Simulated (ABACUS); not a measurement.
# NiO (Fm-3m) in ABACUS: notebook

One crystal, NiO, is run at these levels: PBE, WC; tasks: single point.

Everything below comes from runs of ABACUS 3.10.1. Logs are shortened: lines on timing, memory, paths and dates and some standing lists are left out, and cuts for length are marked.

### Step 1. The structure

Symmetry: Fm-3m, No. 225, cubic system. The conventional cell has a = 4.172 Å, b = 4.172 Å, c = 4.172 Å, α = 90.00°, β = 90.00°, γ = 90.00°. Around Ni (site symmetry m-3m) lie 6 O at 2.09 Å. O (site symmetry m-3m) is surrounded by 6 Ni at 2.09 Å.

### Step 2. Single point, PBE, collinear spin, ferromagnetic start

File run_abacus.py:

```python
"""ABACUS run from a structure file: ASE reads it, the script writes STRU, KPT and INPUT."""
import re
import subprocess
from ase.io import read
from ase.units import Bohr

atoms = read("NiO.xyz")
atoms = atoms[(-atoms.numbers).argsort(kind="stable")]  # ABACUS lists atoms element by element
pseudo = {'Ni': 'Ni.upf', 'O': 'O.upf'}
orbital = {}
magmoms = [1.0, 0.0]
kmesh = [9, 9, 9]
params = {
    'suffix': 'NiO',
    'calculation': 'scf',
    'basis_type': 'pw',
    'pseudo_dir': './',
    'symmetry': 1,
    'dft_functional': 'pbe',
    'ecutwfc': 98,
    'pseudo_rcut': 10,
    'nspin': 2,
    'nbands': 23,
    'ks_solver': 'dav',
    'smearing_method': 'fd',
    'smearing_sigma': 0.00367493,
    'scf_thr': 1e-08,
    'scf_nmax': 100,
    'mixing_type': 'broyden',
    'mixing_beta': 0.4,
    'cal_force': 1,
    'cal_stress': 1,
    'out_chg': 1,
    'kpar': 4,
}

symbols = atoms.get_chemical_symbols()
elements = list(dict.fromkeys(symbols))
lines = ["ATOMIC_SPECIES"] + [f"{e} {atoms.get_masses()[symbols.index(e)]:.4f} {pseudo[e]}" for e in elements]
if orbital:
    lines += ["", "NUMERICAL_ORBITAL"] + [orbital[e] for e in elements]
lines += ["", "LATTICE_CONSTANT", f"{1 / Bohr:.10f}", "", "LATTICE_VECTORS"]
lines += [" ".join(f"{x:.10f}" for x in v) for v in atoms.cell]
lines += ["", "ATOMIC_POSITIONS", "Direct"]
for e in elements:
    lines += ["", e, "0.0", str(symbols.count(e))]
    for i, p in enumerate(atoms.get_scaled_positions(wrap=False)):
        if symbols[i] == e:
            mag = "" if magmoms is None else " mag " + " ".join(str(x) for x in (magmoms[i] if isinstance(magmoms[i], list) else [magmoms[i]]))
            lines.append(" ".join(f"{x:.10f}" for x in p) + " 1 1 1" + mag)
open("STRU", "w").write("\n".join(lines) + "\n")
open("KPT", "w").write("K_POINTS\n0\nGamma\n%d %d %d 0 0 0\n" % tuple(kmesh))
open("INPUT", "w").write("INPUT_PARAMETERS\n" + "".join(f"{k:<20s}{v}\n" for k, v in params.items()))

done = subprocess.run(['mpirun', '-np', '4', 'abacus'])
if done.returncode:
    raise SystemExit(done.returncode)
log = open("OUT.NiO/running_scf.log").read()
print("final energy (eV):", re.findall(r"FINAL_ETOT_IS (\S+)", log))
```

File NiO.xyz:

```xyz
2
Lattice="0.0000000000 2.0859016414 2.0859016414 2.0859016414 0.0000000000 2.0859016414 2.0859016414 2.0859016414 0.0000000000" Properties=species:S:1:pos:R:3 pbc="T T T"
Ni     0.0000000000      0.0000000000      0.0000000000
O      2.0859016414      2.0859016414      2.0859016414
```

Potentials or basis: PseudoDojo NC SR 0.4.1 PBE standard, plane waves.

The run is started by

```console
OMP_NUM_THREADS=1 python run_abacus.py > log
```

running log:

```text
ABACUS v3.10.1

               Atomic-orbital Based Ab-initio Computation at UStc

 ------------------------------------------------------------------------------------

 READING GENERAL INFORMATION
                           global_out_dir = OUT.NiO/
                           global_in_card = INPUT
                               pseudo_dir = ./
                              orbital_dir =
                                    DSIZE = 4
                                    GSIZE = 1

 READING UNITCELL INFORMATION
                                    ntype = 2
                  lattice constant (Bohr) = 1.88973
              lattice constant (Angstrom) = 1

 READING ATOM TYPE 1
                               atom label = Ni
                      L=0, number of zeta = 1
                      L=1, number of zeta = 1
                      L=2, number of zeta = 1
             number of atom for this type = 1
               magnetization of element 1 = 1

 READING ATOM TYPE 2
                               atom label = O
                      L=0, number of zeta = 1
                      L=1, number of zeta = 1
                      L=2, number of zeta = 1
             number of atom for this type = 1
               magnetization of element 2 = 0

                        TOTAL ATOM NUMBER = 2
DIRECT COORDINATES
    atom                   x                   y                   z     mag                  vx                  vy                  vz
taud_Ni1            0.0000000000        0.0000000000        0.0000000000  1.0000        0.0000000000        0.0000000000        0.0000000000
taud_O1            0.5000000000        0.5000000000        0.5000000000  0.0000        0.0000000000        0.0000000000        0.0000000000

                          Volume (Bohr^3) = 122.492
                             Volume (A^3) = 18.1514

 Lattice vectors: (Cartesian coordinate: in unit of a_0)
                   +0             +2.0859             +2.0859
              +2.0859                  +0             +2.0859
              +2.0859             +2.0859                  +0
 Reciprocal vectors: (Cartesian coordinate: in unit of 2 pi/a_0)
            -0.239704           +0.239704           +0.239704
            +0.239704           -0.239704           +0.239704
            +0.239704           +0.239704           -0.239704
 The esolver type has been set to : ksdft_pw

                PAO radial cut off (Bohr) = 10

 Read in pseudopotential file is Ni.upf
                     pseudopotential type = NC
          exchange-correlation functional = PBE
                 nonlocal core correction = 1
                        valence electrons = 18
                                     lmax = 2
                           number of zeta = 4
                     number of projectors = 6
                           L of projector = 0
[... 5 lines left out ...]
                PAO radial cut off (Bohr) = 10

 Read in pseudopotential file is O.upf
                     pseudopotential type = NC
          exchange-correlation functional = PBE
                 nonlocal core correction = 1
                        valence electrons = 6
                                     lmax = 2
                           number of zeta = 2
                     number of projectors = 5
                           L of projector = 0
                           L of projector = 0
                           L of projector = 1
                           L of projector = 1
                           L of projector = 2
     initial pseudo atomic orbital number = 14
 The readin total magnetization is 1

 SETUP THE ELECTRONS NUMBER
            electron number of element Ni = 18
      total electron number of element Ni = 18
             electron number of element O = 6
       total electron number of element O = 6
            AUTOSET number of electrons:  = 24
                           occupied bands = 12
                                   NBANDS = 23
                                   NLOCAL = 18

%%%%%%%%%%%%%%%%%%%%%%%%%%%%%%%%%%%%%%%%%%%%%%%%%%%%%%%%%%%%%%%%%%%%%%%%%%%%%%%%%%%%%%%%%%%%%%%%%%%%%%%%%%
 Warning: the number of valence electrons in pseudopotential > 10 for Ni: [Ar] 3d8 4s2
 Pseudopotentials with additional electrons can yield (more) accurate outcomes, but may be less efficient.
 If you're confident that your chosen pseudopotential is appropriate, you can safely ignore this warning.
%%%%%%%%%%%%%%%%%%%%%%%%%%%%%%%%%%%%%%%%%%%%%%%%%%%%%%%%%%%%%%%%%%%%%%%%%%%%%%%%%%%%%%%%%%%%%%%%%%%%%%%%%%

 SETUP THE PLANE WAVE BASIS
 energy cutoff for charge/potential (unit:Ry) = 392
            fft grid for charge/potential = [ 36, 36, 36 ]
                        fft grid division = [ 1, 1, 1 ]
        big fft grid for charge/potential = [ 36, 36, 36 ]
                                     nbxx = 46656
                                     nrxx = 46656

 SETUP PLANE WAVES FOR CHARGE/POTENTIAL
                    number of plane waves = 16145
                         number of sticks = 847
[... 36 lines left out ...]
                     BRAVAIS LATTICE NAME = 03. Cubic F (face-centered)
                                    ibrav = 3
                                    IBRAV = 3
                                  BRAVAIS = FACE CENTERED CUBIC
                       LATTICE CONSTANT A = 4.1718
Original cell was already a primitive cell.
                        ROTATION MATRICES = 48
              PURE POINT GROUP OPERATIONS = 48
                   SPACE GROUP OPERATIONS = 48
                              POINT GROUP = O_h
               POINT GROUP IN SPACE GROUP = O_h

 SETUP K-POINTS
                                    nspin = 2
                   Input type of k points = Monkhorst-Pack(Gamma)
                                   nkstot = 729
                       right hand lattice = 1
(for reciprocal lattice: )
                             BRAVAIS TYPE = 2
                     BRAVAIS LATTICE NAME = 02. Cubic I (body-centered)
                                    ibrav = 2
                       right hand lattice = 1
(for k-lattice: )
                             BRAVAIS TYPE = 2
                     BRAVAIS LATTICE NAME = 02. Cubic I (body-centered)
                                    ibrav = 2
                       right hand lattice = 1
                        ROTATION MATRICES = 48
                               nkstot_ibz = 35
K-POINTS REDUCTION ACCORDING TO SYMMETRY
     IBZ    DIRECT_X    DIRECT_Y    DIRECT_Z  WEIGHT  ibz2bz
       1  0.00000000  0.00000000  0.00000000  0.0014       0
       2  0.11111111  0.11111111  0.11111111  0.0110       1
       3  0.22222222  0.22222222  0.22222222  0.0110       2
       4  0.33333333  0.33333333  0.33333333  0.0110       3
       5  0.44444444  0.44444444  0.44444444  0.0110       4
       6  0.11111111  0.11111111  0.00000000  0.0082      10
[... 22 lines left out ...]
      29  0.44444444  0.33333333  0.11111111  0.0329     112
      30 -0.44444444  0.44444444  0.22222222  0.0658     113
[... 5 further k points ...]

                               nkstot now = 35
[... K-POINTS DIRECT COORDINATES: 35 rows ...]

           k-point number in this process = 9
       minimum distributed K point number = 8
[... stars of the k points ...]
                             nks(nspin=2) = 18
                          nkstot(nspin=2) = 70

[... K-POINTS CARTESIAN COORDINATES: 18 rows ...]

[... K-POINTS DIRECT COORDINATES: 18 rows ...]

 SETUP PLANE WAVES FOR WAVE FUNCTIONS
     energy cutoff for wavefunc (unit:Ry) = 98
              fft grid for wave functions = [ 36, 36, 36 ]
                    number of plane waves = 2421
                         number of sticks = 241

 PARALLEL PW FOR WAVE FUNCTIONS
     PROC   COLUMNS(POT)             PW
        1            241           2421
 --------------- sum -------------------
        1            241           2421

 SETUP NONLOCAL PSEUDOPOTENTIALS IN PLANE WAVE BASIS
 Ni non-local projectors:
 projector 1 L=0
 projector 2 L=0
 projector 3 L=1
 projector 4 L=1
 projector 5 L=2
 projector 6 L=2
 O non-local projectors:
 projector 1 L=0
 projector 2 L=0
 projector 3 L=1
 projector 4 L=1
 projector 5 L=2
      TOTAL NUMBER OF NONLOCAL PROJECTORS = 31

 Init Non-Local PseudoPotential table :
 Init Non-Local-Pseudopotential done.

                                     npwx = 2017

 Make real space PAO into reciprocal space.
       max mesh points in Pseudopotential = 1001
     dq(describe PAO in reciprocal space) = 0.01
                                    max q = 1192

 number of pseudo atomic orbitals for Ni is 4
WARNING: norm of atomic wavefunction # 4 of atomic type Ni is 0.999945, renormalized

 number of pseudo atomic orbitals for O is 2

 -------------------------------------------
 SELF-CONSISTENT
 -------------------------------------------
                                 init_chg = atomic

 PW ALGORITHM --------------- ION=   1  ELEC=   1--------------------------------
 Notice: Threshold on eigenvalues was too large.
 hsover_error=0.24 > DRHO=0.145673
 Origin diag ethr = 0.01
 New diag ethr = 0.000606972
          total magnetism (Bohr mag/cell) = 0.850998
       absolute magnetism (Bohr mag/cell) = 0.851054
                        nelec for spin up = 12.4255
                      nelec for spin down = 11.5745

 Density error is 0.145382994374
                          Error Threshold = 0.000606971902328
----------------------------------------------------------
     Energy           Rydberg                 eV
----------------------------------------------------------
 E_KohnSham     -368.5453415659      -5014.3166166529
 E_Harris       -366.4153296197      -4985.3363173764
 E_Fermi        1.0138814505         13.7945648227
----------------------------------------------------------
[... 151 lines left out ...]
 Density error is 9.05073438666e-09
                          Error Threshold = 2.36470714221e-10
----------------------------------------------------------
     Energy           Rydberg                 eV
----------------------------------------------------------
 E_KohnSham     -368.5714642466      -5014.6720339573
 E_KS(sigma->0) -368.5711847605      -5014.6682313531
 E_Harris       -368.5706704233      -5014.6612334363
 E_band         -23.5596192763       -320.5450648682
 E_one_elec     -186.3969815353      -2536.0610388806
 E_Hartree      108.3256807678       1473.8464981716
 E_xc           -51.2762971494       -697.6498135728
 E_Ewald        -239.2233073575      -3254.8000744672
 E_entropy(-TS) -0.0005589723        -0.0076052083
 E_descf        0.0000000000         0.0000000000
 E_exx          0.0000000000         0.0000000000
 E_Fermi        1.0818196549         14.7189115144
----------------------------------------------------------

 charge density convergence is achieved
 final etot is -5014.672034 eV
 EFERMI = 14.718911514 eV

 STATE ENERGY(eV) AND OCCUPATIONS    NSPIN == 2
SPIN UP :
 1/9 kpoint (Cartesian) = 0.0000 0.0000 0.0000 (1989 pws)
       1       -89.6532     0.00137174
       2       -50.0928     0.00137174
       3       -50.0928     0.00137174
       4       -50.0928     0.00137174
       5       -5.63379     0.00137174
       6        11.3691     0.00137174
[... 140 lines left out ...]
      22        40.7108        0.00000
      23        43.3998        0.00000

[... levels at 12 further k points ...]

------------------------------------------------------------------------------------------
 TOTAL-FORCE (eV/Angstrom)
------------------------------------------------------------------------------------------
                       Ni1         0.0000000000         0.0000000000         0.0000000000
                        O1         0.0000000000         0.0000000000         0.0000000000
------------------------------------------------------------------------------------------

----------------------------------------------------------------
 TOTAL-STRESS (KBAR)
----------------------------------------------------------------
        61.3489958433         0.0000000000         0.0000000000
        -0.0000000000        61.3489958433         0.0000000000
        -0.0000000000         0.0000000000        61.3489958433
----------------------------------------------------------------
 TOTAL-PRESSURE: 61.348996 KBAR

 --------------------------------------------
 !FINAL_ETOT_IS -5014.6720339572702869 eV
 --------------------------------------------
```

Wall time 13 s (4 MPI ranks of Intel Xeon 6975P-C (Granite Rapids), shared host); peak memory 0.36 GiB.

Results:

```yaml
Free_energy: -5014.6720 eV
Pressure: 6.1 GPa
Band_gap_on_the_k_mesh: none (metal or under the smearing width)
Net_moment: 1.84 μB per cell
Absolute_moment: 1.85 μB per cell
```

Levels at points of the mesh, in eV from the Fermi level:
Spin up:
```csv
k point,band 11,band 12,band 13,band 14,band 15,band 16
"(0.00, 0.00, 0.00)",-2.71,-2.71,-2.71,1.58,17.87,18.88
```
Spin down:
| k point | band 7 | band 8 | band 9 | band 10 | band 11 | band 12 | band 13 | band 14 | band 15 | band 16 |
| --- | --- | --- | --- | --- | --- | --- | --- | --- | --- | --- |
| (0.00, 0.00, 0.00) | -2.45 | -2.45 | -1.79 | -1.79 | -1.79 | -0.53 | -0.53 | 1.92 | 17.78 | 19.11 |

Caveat: a cell with one magnetic atom can't hold antiferromagnetic order, which such compounds often take; semilocal functionals often make such compounds metallic where correlation or magnetic order opens a gap, which also shifts bond lengths.

(Part 1 of 2 ends here.)
